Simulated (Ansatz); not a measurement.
How far is PAW off for ZrO$_{2}$?

```
CELL_PARAMETERS angstrom
3.59610 0.00000 0.00000
0.00000 3.59610 0.00000
0.00000 0.00000 5.17700
ATOMIC_POSITIONS crystal
Zr 0.00000 0.00000 0.00000
Zr 0.50000 0.50000 0.50000
O 0.00000 0.50000 0.20300
O 0.00000 0.50000 0.70300
O 0.50000 0.00000 0.29700
O 0.50000 0.00000 0.79700
```

Atoms are numbered in the order listed.

The cell is COD entry 2300612, as deposited and not checked against the literature; nothing was relaxed.

Levels of theory: DFT, PBEsol, PAW with Ansatz's default frozen-core files, scalar-relativistic (Ansatz 0.2.0); DFT, PBEsol, all-electron PAW with datasets made for the crystal, scalar-relativistic (Ansatz 0.2.0); DFT, PBEsol, all-electron LAPW, scalar-relativistic (Ansatz 0.2.0).

For PAW: a Γ-centred 6×6×4 k mesh, Fermi–Dirac smearing of 0.01 eV, cutoff 420 eV, no spin polarisation; the PAW files were made with PBE, and the program remakes their frozen cores for this functional. The crystal-made all-electron datasets (AE datasets) take a cutoff of 400 eV at this cell. LAPW targets a basis error of 0.5 meV/atom. The Ansatz runs share mesh, smearing and spin set-up. Plane-wave (PAW) pressures include the program's estimate of the Pulay term.

Stress and pressure are positive in compression.

No spin–orbit coupling: at heavy atoms the gradients can be off by tens of per cent for that reason.

Levels count from the top of the valence band.

```
                             quantity     PAW  AE datasets    LAPW
                       pressure (GPa)   -1.99        -2.02   -2.02
                      stress xx (GPa)   -2.31        -2.34   -2.35
                      stress zz (GPa)   -1.36        -1.37   -1.37
                force on O3, z (eV/Å)       ?       -0.060  -0.060
                        band gap (eV)   3.945        3.949   3.944
       highest filled level at Z (eV)  -0.036            ?  -0.036
         lowest empty level at Z (eV)   4.525        4.532   4.527
       highest filled level at Γ (eV)  -0.120            ?  -0.119
         lowest empty level at Γ (eV)   3.945        3.949   3.944
       highest filled level at M (eV)  -0.309       -0.305  -0.310
         lowest empty level at M (eV)   5.071        5.078   5.072
field gradient Vzz at Zr1 (10²¹ V/m²)    4.78         4.83       –
 field gradient Vzz at O3 (10²¹ V/m²)    0.99         1.00       –
```

(1) Give the missing entry: row "force on O3, z (eV/Å)", column "PAW".

(2) Give the missing entry: row "highest filled level at Γ (eV)", column "AE datasets".

(3) Give the missing entry: row "highest filled level at Z (eV)", column "AE datasets".

Answers

(1) -0.056.

(2) -0.114.

(3) -0.031.
